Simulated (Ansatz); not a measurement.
# GaN: the cost of one run

Computed with Ansatz 0.2.0 (DFT PBE, scalar-relativistic, plane waves, PAW, unless a step's input says otherwise).

**1. The structure to begin with**

Symmetry: Cmcm, No. 63, orthorhombic system. Conventional cell: a = 3.390 Å, b = 9.650 Å, c = 3.501 Å, α = 90.00°, β = 90.00°, γ = 90.00°. Ga (site symmetry m2m) has 5 N at 2.21 to 2.44 Å as nearest neighbours. N (site symmetry m2m) is surrounded by 5 Ga at 2.21 to 2.44 Å.

Coordinates:

```xyz
4
Lattice="1.6950 -4.8249 0.0000 1.6950 4.8249 0.0000 0.0000 0.0000 3.5007" Properties=species:S:1:pos:R:3 pbc="T T T"
Ga    1.6950   -1.2715    2.6255
Ga    1.6950    1.2715    0.8752
N     1.6950   -3.4864    2.6255
N     1.6950    3.4864    0.8752
```

Recipe of the guess: species swapped into a database cell of PbSe (Cmcm, No. 63), with Ga on the Pb sites and N on the Se sites. The dimensions are guesses.

**2. A first look at the guess**

Contents of input.yaml:

```yaml
crystal:
  lattice:
    - [1.69499486, -4.82487432, 0.0]
    - [1.69499486, 4.82487432, 0.0]
    - [0.0, 0.0, 3.50069371]
  atoms:
    - { symbol: Ga, position: [0.63176072, 0.36823928, 0.75] }
    - { symbol: Ga, position: [0.36823928, 0.63176072, 0.25] }
    - { symbol: "N", position: [0.86128997, 0.13871003, 0.75] }
    - { symbol: "N", position: [0.13871003, 0.86128997, 0.25] }
basis:
  ecutwfc: 420
kpoints:
  mp_grid: { grid: [6, 6, 6] }
hamiltonian:
  xc: pbe
scf:
  occupations: { method: gaussian, width: 0.1 }
  lower_state_search: "off"
output:
  forces: true
  stress: true
  eigenvalues: true
```

On the command line:

```sh
ansatz run input.yaml --threads 1 --pin off --max-ram 2560MiB --backend cpu --events-out ev --progress --plain --runs-dir out
```

What time and memory should one allow on 1 thread of Intel Xeon Platinum 8259CL at 2.50GHz (Skylake/Cascade Lake), shared host?

About 3.7 s, with a peak of 0.38 GiB.
